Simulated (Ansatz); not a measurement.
**ZnGeP2 (I-42d): gap against strain (epitaxial in the xy plane)**

ZnGeP2 (I-42d) from a database structure, relaxed with r2SCAN in Ansatz 0.2.0, then strained (epitaxial in the xy plane; changes of length per length, axes as in the cell below) with the atoms relaxed again within the symmetry that is left. The symmetry is I-42d (No. 122, tetragonal); conventional cell a = 5.447 Å, c = 10.731 Å, 19.90 Å³ an atom. Zn is surrounded by 4 P at 2.36 Å; Ge is surrounded by 4 P at 2.33 Å; P is surrounded by 2 Ge at 2.33 Å and 2 Zn at 2.36 Å. Spin-unpolarised throughout; all numbers are computed.

```
CELL_PARAMETERS angstrom
-2.72334 2.72334 5.36559
2.72334 -2.72334 5.36559
2.72334 2.72334 -5.36559
ATOMIC_POSITIONS crystal
Zn 0.75000 0.25000 0.50000
Zn 0.00000 0.00000 0.00000
Ge 0.25000 0.75000 0.50000
Ge 0.50000 0.50000 0.00000
P 0.12921 0.62500 0.00421
P 0.87500 0.87079 0.49579
P 0.37500 0.37921 0.50421
P 0.62079 0.12500 0.99579
```

Gaps are the least over each mesh (PBE 6×6×6, r2SCAN 6×6×6, HSE06 4×4×4 when unstrained) and the special points, which keep their unstrained names; stress is the change from the unstrained cell, compression positive.

| strain (%) | free normal strain (%) | gap, PBE (eV) | gap, r2SCAN (eV) | gap, HSE06 (eV) | edges, HSE06 | in-plane stress, r2SCAN (GPa) | energy rise, r2SCAN (meV/atom) |
| --- | --- | --- | --- | --- | --- | --- | --- |
| -2.0 | +1.73 | 1.106 | 1.321 | 1.770 | Γ → (0.422, -0.422, 0.422) | +3.05 | 7.4 |
| -1.0 | +0.86 | 1.202 | 1.420 | 1.871 | Γ → (0.427, -0.427, 0.427) | +1.47 | 1.8 |
| 0.0 | 0.00 | 1.208 | 1.430 | 1.888 | Γ → (0.432, -0.438, 0.438) | 0.00 | 0.0 |
| +1.0 | -0.89 | 1.161 | 1.432 | 1.916 | Γ → M | -1.35 | 1.7 |
| +2.0 | -1.79 | 1.082 | – | 1.810 | Γ | – | – |
| +3.0 | -2.71 | 0.997 | 1.208 | 1.669 | Γ → Γ–M (0.31) | -3.75 | 14.6 |

Problem. Estimate the row for a strain of -3.0 %.

Solution.

| strain (%) | free normal strain (%) | gap, PBE (eV) | gap, r2SCAN (eV) | gap, HSE06 (eV) | edges, HSE06 | in-plane stress, r2SCAN (GPa) | energy rise, r2SCAN (meV/atom) |
| --- | --- | --- | --- | --- | --- | --- | --- |
| -3.0 | +2.58 | 1.003 | 1.214 | 1.661 | Γ → (0.417, -0.417, 0.417) | +4.74 | 17.0 |

With HSE06 the edges change from Γ → M (indirect) to Γ (direct) between +1.0 and +2.0 %.

Spin-orbit coupling is left out.

Where an edge lies off the special points, it is a point of the mesh or the k point where a search put PBE's edge or least direct gap, reused for the other functionals, whose own edges may lie a little apart.

Coordinates of k points refer to the reciprocal vectors of the primitive cell of the runs.

The meshes of the hybrids are coarse, so their gaps aren't converged to the digits shown.
